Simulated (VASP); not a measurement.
The system is Cu2O (Cuprite).

```xyz
6
Lattice="4.2600 0.0000 0.0000 0.0000 4.2600 0.0000 0.0000 0.0000 4.2600" Properties=species:S:1:pos:R:3 pbc="T T T"
Cu    3.1950    1.0650    3.1950
Cu    3.1950    3.1950    1.0650
Cu    1.0650    3.1950    3.1950
Cu    1.0650    1.0650    1.0650
O     2.1300    2.1300    2.1300
O     0.0000    0.0000    0.0000
```

Base run:

| Quantity | Value |
| --- | --- |
| Program | VASP 6.6.1 |
| Functional | rSCAN |
| Potentials or basis | VASP PAW PBE potentials, release 64 (Cu, O) |
| Cutoff | 520 eV |
| k mesh | 6 × 6 × 6 |
| Occupations | fermi-dirac, width 0.05 eV |
| Spin | no spin polarisation |

Its results: band gap on the k mesh 0.75 eV, direct; pressure -0.2 GPa.

Task: After a change of settings the same cell gave: band gap on the k mesh 0.56 eV, direct; pressure 1.8 GPa. Which change was it?
A. functional from rSCAN to TPSS
B. functional from rSCAN to SCAN
C. functional from rSCAN to r2SCAN; further incar settings from ALGO = Normal; EDIFF = 1e-06 to ALGO = Normal; EDIFF = 1e-07; NBANDS = 37

Result: A.

Caveats: the PAW data sets were made with another functional, which shifts forces and pressure a little.

Runs at the PBE level aren't shown here.
